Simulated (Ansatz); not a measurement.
The system is Au.

```xyz
1
Lattice="-1.6573 1.6573 1.6573 1.6573 -1.6573 1.6573 1.6573 1.6573 -1.6573" Properties=species:S:1:pos:R:3 pbc="T T T"
Au    0.0000    0.0000    0.0000
```

This isn't the form of Au at room conditions, which is fcc.

Base run:

| Property | Result |
| --- | --- |
| Program | Ansatz 0.2.0 |
| Functional | PBEsol |
| Potentials or basis | Ansatz PAW |
| Cutoff | 420 eV |
| Density cutoff | 1680 eV |
| k mesh | 11 × 11 × 11 |
| Occupations | fermi-dirac, width 0.05 eV |
| Spin | spin-orbit coupling, no magnetisation |

Its results: band gap on the k mesh none (metal or under the smearing width); pressure -10.4 GPa.

Problem. The run is repeated on the same cell with these changes: functional from PBEsol to r2SCAN; cutoff from 420 eV to 500 eV; density cutoff from 1680 eV to 2000 eV. What comes out?

Solution. Band gap on the k mesh none (metal or under the smearing width); pressure -5.7 GPa.

Caveats: the PAW data sets come from PBE, with cores solved anew for the run's functional, which leaves a small shift of forces and pressure.

Not every run made on this cell is shown here.
